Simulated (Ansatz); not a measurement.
Input and command of a plane-wave DFT calculation in Ansatz:

```yaml
crystal:
  lattice:
    - [4.6747876996, 0.0, 0.0]
    - [0.0, 4.6747876996, 0.0]
    - [0.0, 0.0, 4.6747876996]
  atoms:
    - { symbol: Ge, position: [0.0, 0.0, 0.0] }
    - { symbol: S, position: [0.5, 0.0, 0.0] }
    - { symbol: S, position: [0.0, 0.5, 0.0] }
    - { symbol: S, position: [0.0, 0.0, 0.5] }
basis:
  ecutwfc: 500
kpoints:
  mp_grid: { grid: [4, 4, 4] }
hamiltonian:
  xc: r2scan
scf:
  occupations: { method: gaussian, width: 0.1 }
  lower_state_search: "off"
output:
  forces: true
  stress: true
  eigenvalues: true
```

```bash
ansatz run input.yaml --threads 1 --pin off --max-ram 2560MiB --backend cpu --events-out ev --progress --plain --runs-dir out
```

Processor: Intel(R) Xeon(R) Platinum 8375C CPU @ 2.90GHz (Ice Lake), 1 thread, on a host shared with other jobs.

Problem. Estimate time, memory and problem size.

Solution. About 5.1 s on 1 thread of Intel(R) Xeon(R) Platinum 8375C CPU @ 2.90GHz (Ice Lake), with other jobs on the host, peak memory 0.59 GiB. It solves 20 bands at 10 k points (the mesh reduced by the symmetry that the task leaves, which can be less than the crystal's) with about 2553 plane waves, in 8 SCF iterations.
